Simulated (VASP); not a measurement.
# PbS (P-6m2) in VASP: notebook, part 2 of 2

VASP 6.6.1. Earlier steps stand in the parts before.

## Step 4: Single point, PBE

Contents of INCAR:

```
SYSTEM = PbS
PREC = Accurate
ENCUT = 200
EDIFF = 1E-6
ISMEAR = 0
SIGMA = 0.05
LREAL = .FALSE.
LASPH = .TRUE.
NELM = 100
ALGO = Normal
ISIF = 2
LWAVE = .FALSE.
LCHARG = .FALSE.
GGA = PE
NBANDS = 12
ADDGRID = .FALSE.
```

Contents of KPOINTS:

```
Automatic mesh
0
G
  8 8 7
  0 0 0
```

Contents of POSCAR:

```
PbS
1.0
    4.0896976867      0.0000000000      0.0000000000
   -2.0448488433      3.5417820905      0.0000000000
    0.0000000000      0.0000000000      3.7881670000
Pb S
1 1
Direct
    0.0000000000      0.0000000000      0.0000000000
    0.6666666667      0.3333333333      0.5000000000
```

Potentials or basis: VASP PAW PBE potentials, release 64 (Pb, S).

Launch:

```console
cat potpaw_PBE.64/Pb/POTCAR potpaw_PBE.64/S/POTCAR > POTCAR
mpirun -np 1 vasp_std > vasp.out
```

OUTCAR:

```text
SYSTEM = PbS
   PREC = Accurate
   ENCUT = 200
   EDIFF = 1E-6
   ISMEAR = 0
   LREAL = .FALSE.
   LASPH = .TRUE.
   NELM = 100
   ISIF = 2
   GGA = PE

 Found     40 irreducible k-points:

 Following reciprocal coordinates:
            Coordinates               Weight
  0.000000  0.000000  0.000000      1.000000
  0.125000  0.000000  0.000000      6.000000
  0.250000  0.000000  0.000000      6.000000
  0.375000  0.000000  0.000000      6.000000
  0.500000  0.000000  0.000000      3.000000
  0.125000  0.125000  0.000000      6.000000
   k-points           NKPTS =     40   k-points in BZ     NKDIM =     40   number of bands    NBANDS=     12
   number of dos      NEDOS =    301   number of ions     NIONS =      2
   total plane-waves  NPLWV =   7200
   dimension x,y,z NGX =    20 NGY =   20 NGZ =   18
   dimension x,y,z NGXF=    40 NGYF=   40 NGZF=   36
   ions per type =               1   1
   NGX,Y,Z   is equivalent  to a cutoff of   8.13,  8.13,  7.90 a.u.
   NGXF,Y,Z  is equivalent  to a cutoff of  16.26, 16.26, 15.80 a.u.
 SYSTEM =  PbS
   PREC   = accura    normal or accurate (medium, high low for compatibility)
   ISTART =      0    job   : 0-new  1-cont  2-samecut
   ICHARG =      2    charge: 1-file 2-atom 10-const
   ISPIN  =      1    spin polarized calculation?
   LNONCOLLINEAR =      F non collinear calculations
   LSORBIT =      F    spin-orbit coupling
   LASPH  =      T    aspherical Exc in radial PAW
   ENCUT  =  200.0 eV  14.70 Ry    3.83 a.u.   4.72  4.72  4.37*2*pi/ulx,y,z
   NELM   =    100;   NELMIN=  2; NELMDL= -5     # of ELM steps
   EDIFF  = 0.1E-05   stopping-criterion for ELM
   LREAL  =      F    real-space projection
   EDIFFG = 0.1E-04   stopping-criterion for IOM
   NSW    =      0    number of steps for IOM
   IBRION =     -1    ionic relax: 0-MD 1-quasi-New 2-CG
   NFREE  =      0    steps in history (QN), initial steepest desc. (CG)
   ISIF   =      2    stress and relaxation
   ISYM   =      2    0-nonsym 1-usesym 2-fastsym
   POTIM  = 0.5000    time-step for ionic-motion
   TEBEG  =    0.0;   TEEND  =   0.0 temperature during run
   PSTRESS=    0.0 pullay stress
   NELECT =      10.0000    total number of electrons
   NUPDOWN=      -1.0000    fix difference up-down
   EMIN   =  10.00;   EMAX   =-10.00  energy-range for DOS
   EFERMI =   0.00;   METHOD = LEGACY
   ISMEAR =     0;   SIGMA  =   0.05  broadening in eV -4-tet -1-fermi 0-gaus
   EFERMI_NEDOS =   21; number of points for ismear=-14 and -15
   IALGO  =     38    algorithm
   IMIX   =      4    mixing-type and parameters
     AMIX     =   0.40;   BMIX     =  1.00
     AMIX_MAG =   1.60;   BMIX_MAG =  1.00
  volume/ion in A,a.u.               =      27.44       185.14
  Fermi-wavevector in a.u.,A,eV,Ry     =   0.928170  1.753987 11.721408  0.861499
  Thomas-Fermi vector in A             =   2.054318
   LORBIT       =      0    0 simple, 1 ext, 2 COOP (PROOUT), +10 PAW based schemes
   GGA     = PE    functional components
   LHFCALC =     F    Hartree Fock is set to
   AEXX    =    0.0000 exact exchange contribution
   IVDW    =     0    specifies the selected vdW correction
   LEPSILON=     F    determine dielectric tensor
   LRPA    =     F    only Hartree local field effects (RPA)
 non-spin polarized calculation
 Gauss-broadening in eV      SIGMA  =   0.05
  energy-cutoff  :      200.00
  volume of cell :       54.87
 maximum number of plane-waves:       363
 NGX is ok and might be reduce to    20
   NGX =  9   NGY =  9   NGZ =  9

 number of electron      10.0000000 magnetization

 number of electron       9.9999991 magnetization

 Free energy of the ion-electron system (eV)
  ---------------------------------------------------
  ext. energy  EPLUGINS =         0.00000000
  ---------------------------------------------------
  free energy    TOTEN  =        -8.54549287 eV

  energy without entropy =       -8.54547177  energy(sigma->0) =       -8.54548232

 E-fermi :   3.9245     XC(G=0):  -9.3470

 val. band max:        3.8294291464   @ k =   0.3750   0.2500   0.0000
 cond. band min:       4.0273943403   @ k =   0.3750   0.2500   0.4286
 fundamental gap:      0.1979651939
 Fermi energy:         3.9244560491

 k-point     1 :       0.0000    0.0000    0.0000
  band No.  band energies     occupation
      1      -9.2699      2.00000
      2      -2.5727      2.00000
      3       1.7687      2.00000
      4       2.2345      2.00000
      5       2.2345      2.00000
      6       7.3768      0.00000
      7       7.3768      0.00000
      8       9.2157      0.00000
      9      10.4143      0.00000
     10      10.9448      0.00000
     11      14.8602      0.00000
     12      14.8602      0.00000

 k-point     2 :       0.1250    0.0000    0.0000
  band No.  band energies     occupation
      1      -9.1531      2.00000
      2      -2.8415      2.00000
      3       1.8809      2.00000
      4       2.0486      2.00000
      5       2.2590      2.00000
      6       6.7481      0.00000
      7       7.6981      0.00000
      8       9.4773      0.00000
      9       9.9509      0.00000
     10      12.0353      0.00000
     11      14.0185      0.00000
     12      14.6182      0.00000

 k-point     3 :       0.2500    0.0000    0.0000
  band No.  band energies     occupation
      1      -8.8332      2.00000
      2      -3.5066      2.00000
      3       1.6690      2.00000
      4       2.1939      2.00000
      5       2.2569      2.00000
      6       6.0339      0.00000
      7       8.3934      0.00000
      8       9.0267      0.00000
      9       9.9076      0.00000
     10      12.5890      0.00000
     11      14.4510      0.00000
     12      14.9257      0.00000

 k-point     4 :       0.3750    0.0000    0.0000
  band No.  band energies     occupation
      1      -8.4314      2.00000
      2      -4.2318      2.00000
      3       1.3462      2.00000
      4       2.1656      2.00000
      5       2.5624      2.00000
      6       5.8185      0.00000
      7       8.1979      0.00000
      8       8.9714      0.00000
      9       9.6325      0.00000
     10      13.3628      0.00000
     11      14.8647      0.00000
     12      14.8876      0.00000

 k-point     5 :       0.5000    0.0000    0.0000
  band No.  band energies     occupation
      1      -8.2243      2.00000
      2      -4.5673      2.00000
      3       1.2240      2.00000
      4       2.1099      2.00000
      5       2.7408      2.00000
      6       5.8339      0.00000
      7       7.8600      0.00000
      8       9.1713      0.00000
      9       9.3338      0.00000
     10      14.7990      0.00000
     11      14.8318      0.00000
     12      15.0096      0.00000

 k-point     6 :       0.1250    0.1250    0.0000
  band No.  band energies     occupation
      1      -8.9338      2.00000
      2      -3.3004      2.00000
      3       1.5921      2.00000
      4       2.0959      2.00000
      5       2.4621      2.00000
      6       6.2245      0.00000
      7       8.0826      0.00000
      8       9.2899      0.00000
      9       9.8538      0.00000
     10      12.7359      0.00000
     11      14.1569      0.00000
     12      14.4213      0.00000

 [... further k-points ...]

------------------------ aborting loop because EDIFF is reached ----------------------------------------

  FORCE on cell =-STRESS in cart. coord.  units (eV):
  Direction    XX          YY          ZZ          XY          YZ          ZX
  --------------------------------------------------------------------------------------
  -------------------------------------------------------------------------------------
  Total       -0.8840027     -0.8840027     -0.9105704     -0.0000000      0.0000000     -0.0000000
  in kB      -25.8120223    -25.8120223    -26.5877719     -0.0000000      0.0000000     -0.0000000
  external PRESSURE =     -26.0706055 kB  Pullay stress =       0.0000000 kB

 VOLUME and BASIS-vectors are now :
 -----------------------------------------------------------------------------
  energy-cutoff  :      200.00
  volume of cell :       54.87
      direct lattice vectors                 reciprocal lattice vectors
     4.089697687  0.000000000  0.000000000     0.244516851  0.141171870  0.000000000
    -2.044848843  3.541782090  0.000000000     0.000000000  0.282343740  0.000000000
     0.000000000  0.000000000  3.788167000     0.000000000  0.000000000  0.263979914

 POSITION                                       TOTAL-FORCE (eV/Angst)
 -----------------------------------------------------------------------------------
      0.00000      0.00000      0.00000         0.000000      0.000000      0.000000
      2.04485      1.18059      1.89408        -0.000000      0.000000      0.000000
 -----------------------------------------------------------------------------------
    total drift:                               -0.000001      0.000001      0.000000

  FREE ENERGIE OF THE ION-ELECTRON SYSTEM (eV)
  ---------------------------------------------------
  free  energy   TOTEN  =        -8.5454928694 eV

  energy  without entropy=       -8.5454717672  energy(sigma->0) =       -8.54548232
```

It took 4.1 s on 1 thread of Intel Xeon 6975P-C (Granite Rapids), shared host; peak memory 0.12 GiB.

The run converged, but a check on its numbers failed (symmetry, net force, bounds or a known fault of this set-up), so they aren't taken as properties of the crystal.

Caveat: the cutoff lies under the usual one of these potentials, so the numbers hold a large basis-set error; spin-orbit coupling is left out, which as a rule narrows the gap of such compounds by several tenths of an eV; an odd mesh through Γ misses points on the zone boundary, where band edges often lie.

## Step 5: Single point, PBE

INCAR is that of step 4.

KPOINTS is that of step 4.

Contents of POSCAR:

```
PbS
1.0
    4.0896976867      0.0000000000      0.0000000000
   -2.0448488433      3.5417820905      0.0000000000
    0.0000000000      0.0000000000      3.7881670000
Pb S
1 1
Direct
    0.0512430000     -0.0024510000     -0.0244300000
    0.6810560000      0.3414810000      0.4970830000
```

Launch:

```console
cat potpaw_PBE.64/Pb/POTCAR potpaw_PBE.64/S/POTCAR > POTCAR
mpirun -np 1 vasp_std > vasp.out
```

Run time: 16 s. Hardware: 1 thread of Intel Xeon 6975P-C (Granite Rapids), shared host; peak memory 0.15 GiB.

The run converged, but a check on its numbers failed (symmetry, net force, bounds or a known fault of this set-up), so they aren't taken as properties of the crystal.

Caveat: the cutoff lies under the usual one of these potentials, so the numbers hold a large basis-set error; spin-orbit coupling is left out, which as a rule narrows the gap of such compounds by several tenths of an eV; an odd mesh through Γ misses points on the zone boundary, where band edges often lie.

## Step 6: Single point, PBE

INCAR, as its differences from that of step 5:

```diff
@@ -2,3 +2,3 @@
 PREC = Accurate
-ENCUT = 200
+ENCUT = 400
 EDIFF = 1E-6
```

Contents of KPOINTS:

```
Automatic mesh
0
G
  6 6 5
  0 0 0
```

Contents of POSCAR:

```
PbS
1.0
    4.0896976867      0.0000000000      0.0000000000
   -2.0448488433      3.5417820905      0.0000000000
    0.0000000000      0.0000000000      3.7881670000
Pb S
1 1
Direct
    0.0000000000      0.0000000000      0.0000000000
    0.6666666667      0.3333333333      0.5000000000
```

Potentials or basis: VASP PAW PBE potentials, release 64 (Pb, S).

Launch:

```console
cat potpaw_PBE.64/Pb/POTCAR potpaw_PBE.64/S/POTCAR > POTCAR
mpirun -np 1 vasp_std > vasp.out
```

OUTCAR:

```text
SYSTEM = PbS
   PREC = Accurate
   ENCUT = 400
   EDIFF = 1E-6
   ISMEAR = 0
   LREAL = .FALSE.
   LASPH = .TRUE.
   NELM = 100
   ISIF = 2
   GGA = PE

 Found     21 irreducible k-points:

 Following reciprocal coordinates:
            Coordinates               Weight
  0.000000  0.000000  0.000000      1.000000
  0.166667  0.000000  0.000000      6.000000
  0.333333 -0.000000  0.000000      6.000000
  0.500000  0.000000  0.000000      3.000000
  0.166667  0.166667  0.000000      6.000000
  0.333333  0.166667  0.000000     12.000000
   k-points           NKPTS =     21   k-points in BZ     NKDIM =     21   number of bands    NBANDS=     12
   number of dos      NEDOS =    301   number of ions     NIONS =      2
   total plane-waves  NPLWV =  21952
   dimension x,y,z NGX =    28 NGY =   28 NGZ =   28
   dimension x,y,z NGXF=    56 NGYF=   56 NGZF=   56
   ions per type =               1   1
   NGX,Y,Z   is equivalent  to a cutoff of  11.38, 11.38, 12.29 a.u.
   NGXF,Y,Z  is equivalent  to a cutoff of  22.76, 22.76, 24.58 a.u.
 SYSTEM =  PbS
   PREC   = accura    normal or accurate (medium, high low for compatibility)
   ISTART =      0    job   : 0-new  1-cont  2-samecut
   ICHARG =      2    charge: 1-file 2-atom 10-const
   ISPIN  =      1    spin polarized calculation?
   LNONCOLLINEAR =      F non collinear calculations
   LSORBIT =      F    spin-orbit coupling
   LASPH  =      T    aspherical Exc in radial PAW
[... 134 lines left out ...]
 k-point     6 :       0.3333    0.1667    0.0000
  band No.  band energies     occupation
      1      -8.2182      2.00000
      2      -4.4774      2.00000
      3       0.3649      2.00000
      4       2.7108      2.00000
      5       3.1819      2.00000
      6       5.8074      0.00000
      7       7.9124      0.00000
      8       8.1430      0.00000
      9      10.3823      0.00000
     10      12.8446      0.00000
     11      13.3525      0.00000
     12      15.0964      0.00000

 [... further k-points ...]

------------------------ aborting loop because EDIFF is reached ----------------------------------------

  FORCE on cell =-STRESS in cart. coord.  units (eV):
  Direction    XX          YY          ZZ          XY          YZ          ZX
  --------------------------------------------------------------------------------------
  -------------------------------------------------------------------------------------
  Total       -0.1723790     -0.1723790     -0.1223384     -0.0000000      0.0000000      0.0000000
  in kB       -5.0332981     -5.0332981     -3.5721639     -0.0000000      0.0000000      0.0000000
  external PRESSURE =      -4.5462534 kB  Pullay stress =       0.0000000 kB

 VOLUME and BASIS-vectors are now :
 -----------------------------------------------------------------------------
  energy-cutoff  :      400.00
  volume of cell :       54.87
      direct lattice vectors                 reciprocal lattice vectors
     4.089697687  0.000000000  0.000000000     0.244516851  0.141171870  0.000000000
    -2.044848843  3.541782090  0.000000000     0.000000000  0.282343740  0.000000000
     0.000000000  0.000000000  3.788167000     0.000000000  0.000000000  0.263979914

 POSITION                                       TOTAL-FORCE (eV/Angst)
 -----------------------------------------------------------------------------------
      0.00000      0.00000      0.00000         0.000000      0.000000      0.000000
      2.04485      1.18059      1.89408        -0.000000      0.000000      0.000000
 -----------------------------------------------------------------------------------
    total drift:                               -0.000000      0.000000      0.000000

  FREE ENERGIE OF THE ION-ELECTRON SYSTEM (eV)
  ---------------------------------------------------
  free  energy   TOTEN  =        -8.5610699090 eV

  energy  without entropy=       -8.5603558509  energy(sigma->0) =       -8.56071288
```

OSZICAR:

```text
N       E                     dE             d eps       ncg     rms          rms(c)
DAV:   1     0.277515280002E+02    0.27752E+02   -0.34282E+03   504   0.546E+02
DAV:   2    -0.720687513091E+01   -0.34958E+02   -0.33066E+02   656   0.103E+02
DAV:   3    -0.916999442970E+01   -0.19631E+01   -0.19598E+01   632   0.253E+01
DAV:   4    -0.918684446837E+01   -0.16850E-01   -0.16848E-01   592   0.290E+00
DAV:   5    -0.918710005102E+01   -0.25558E-03   -0.25558E-03   636   0.354E-01    0.837E+00
DAV:   6    -0.856809274027E+01    0.61901E+00   -0.24427E+00   584   0.529E+00    0.540E+00
DAV:   7    -0.856160467567E+01    0.64881E-02   -0.20018E-01   624   0.189E+00    0.353E+00
DAV:   8    -0.856275570888E+01   -0.11510E-02   -0.42896E-02   596   0.929E-01    0.567E-01
DAV:   9    -0.856097622042E+01    0.17795E-02   -0.17408E-02   572   0.452E-01    0.284E-01
DAV:  10    -0.856109159639E+01   -0.11538E-03   -0.25855E-03   600   0.195E-01    0.128E-01
DAV:  11    -0.856106581392E+01    0.25782E-04   -0.25389E-04   588   0.815E-02    0.323E-02
DAV:  12    -0.856106454939E+01    0.12645E-05   -0.26207E-05   640   0.234E-02    0.964E-03
DAV:  13    -0.856107018358E+01   -0.56342E-05   -0.84772E-06   576   0.157E-02    0.109E-02
DAV:  14    -0.856106990900E+01    0.27458E-06   -0.99043E-07   432   0.368E-03
   1 F= -.85610699E+01 E0= -.85607129E+01  d E =-.714058E-03
```

Run time: 7.9 s. Hardware: 1 thread of Intel Xeon 6975P-C (Granite Rapids), shared host; peak memory 0.16 GiB.

These settings aren't checked as converged: the numbers below hold their error.

What came out:

```
Free energy            : -8.5611 eV
Pressure               : -0.5 GPa
Band gap on the k mesh : 0.04 eV, indirect (least direct gap 1.73 eV)
```

Caveat: spin-orbit coupling is left out, which as a rule narrows the gap of such compounds by several tenths of an eV; an odd mesh through Γ misses points on the zone boundary, where band edges often lie.
